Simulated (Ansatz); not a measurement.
Working through an equation of state with a fit of Li2S, space group Fm-3m

With Ansatz 0.2.0, Python API.

Notebook, run cell by cell (the value of a cell's last expression is shown):

```python
import ansatz as az
import numpy as np
```

```python
FUNCTIONAL = "pbe"
SMEARING = "cold"
SMEARING_WIDTH = 0.02
CUTOFF = 510
MESH = (6, 6, 6)

vectors0 = np.array([
    [0.0, 2.8445, 2.8445],
    [2.8445, 0.0, 2.8445],
    [2.8445, 2.8445, 0.0],
])
sites = [
    ("Li", (0.25, 0.25, 0.25)),
    ("Li", (0.75, 0.75, 0.75)),
    ("S", (0.0, 0.0, 0.0)),
]
```

```python
def make_crystal(cell):
    crystal = az.Crystal(lattice=az.Lattice.of(cell))
    for symbol, position in sites:
        crystal = crystal.atom(symbol, position)
    return crystal
```

```python
# scale the volume, keep shape and fractions
volumes, energies = [], []
for scale in np.linspace(0.92, 1.08, 7):
    cell = vectors0 * scale ** (1 / 3)
    calculation = (
        make_crystal(cell).calculation()
        .functional(FUNCTIONAL)
        .occupations(SMEARING, width=SMEARING_WIDTH)
        .basis(CUTOFF)
        .kpoints(*MESH)
    )
    data = calculation.run().report
    volumes.append(abs(np.linalg.det(cell)) / len(sites))
    energies.append(data["free_energy_ev"] / len(sites))
    print(f"V = {volumes[-1]:8.4f} A^3/atom  F = {energies[-1]:.5f} eV/atom")
```

    V =  14.1161 A^3/atom  F = -438.48443 eV/atom
    V =  14.5253 A^3/atom  F = -438.49385 eV/atom
    V =  14.9344 A^3/atom  F = -438.49954 eV/atom
    V =  15.3436 A^3/atom  F = -438.50196 eV/atom
    V =  15.7527 A^3/atom  F = -438.50152 eV/atom
    V =  16.1619 A^3/atom  F = -438.49856 eV/atom
    V =  16.5711 A^3/atom  F = -438.49337 eV/atom

```python
# third-order Birch-Murnaghan: a cubic in V^(-2/3)
x = np.array(volumes) ** (-2 / 3)
poly = np.polynomial.Polynomial.fit(x, energies, 3).convert()
roots = poly.deriv().roots()
x0 = min((r.real for r in roots if abs(r.imag) < 1e-9 and poly.deriv(2)(r.real) > 0), key=lambda r: abs(r - x.mean()))
v0 = x0 ** -1.5
b0 = 4 / 9 * poly.deriv(2)(x0) * v0 ** (-7 / 3) * 160.21766
b1 = 4 + 2 / 3 * x0 * poly.deriv(3)(x0) / poly.deriv(2)(x0)
print(f"V0 = {v0:.4f} A^3/atom, B0 = {b0:.1f} GPa, dB/dP = {b1:.2f}")
```

    V0 = 15.4793 A^3/atom, B0 = 40.7 GPa, dB/dP = 3.87

A third-order Birch-Murnaghan fit through the 7 points has its minimum at 15.48 Å³ an atom, 0.9 % above the typed cell, with a bulk modulus of 41 GPa and dB/dP = 3.9. From that minimum the energy rises by 17.7 meV an atom on the compressed side and 8.7 meV on the expanded side.

Total energies depend on the potentials; only differences at equal settings carry meaning. Of the deposited cell: the entry's cell lengths or inner coordinates differ somewhat from later room-temperature determinations. The structure is a deposited one; some such entries were measured under pressure or heat, so a shift against it needn't be the functional's error alone. Finished in 4.3 s on 1 thread of Arm Neoverse V2 (shared host), peak memory 0.34 GiB.
